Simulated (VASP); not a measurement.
Ni: equation of state with PBEsol

Crystal: Ni.

```
Ni
1.0
     2.44960    0.00000    0.00000
    -1.22480    2.12142    0.00000
     0.00000    0.00000    4.01061
Ni
2
Direct
  0.66667 0.33333 0.75000
  0.33333 0.66667 0.25000
```

This isn't the form of Ni at room conditions, which is fcc.

```yaml
Program: VASP 6.6.1
Task: equation of state
Functional: PBEsol
Potentials_or_basis: VASP PAW PBE potentials, release 64 (Ni)
Cutoff: 520 eV
k_mesh: 10 × 10 × 6
Occupations: fermi-dirac, width 0.05 eV
Spin: collinear spin, ferromagnetic start
Starting_moments: "[1.0, 1.0] μB"
```

The equilibrium volume is 10.42 Å³/atom, the bulk modulus at fixed shape and positions is 225 GPa and the pressure derivative of the bulk modulus is 4.9 (rough: it moves with the points fitted).

Energy against volume, from the lowest point:
```csv
volume (Å³/atom),energy (meV/atom)
10.004,12.85
10.212,3.12
10.421,0.00
10.629,2.74
10.838,10.70
```

All runs of the series together: 120 s on 1 thread of Intel(R) Xeon(R) Platinum 8488C (Sapphire Rapids), on a shared host.

Caveat: the cell was scaled at fixed shape and fractional positions, which overstates the stiffness of a crystal with free parameters, most of all of layers and chains; the PAW data sets were made with another functional, which shifts forces and pressure a little.
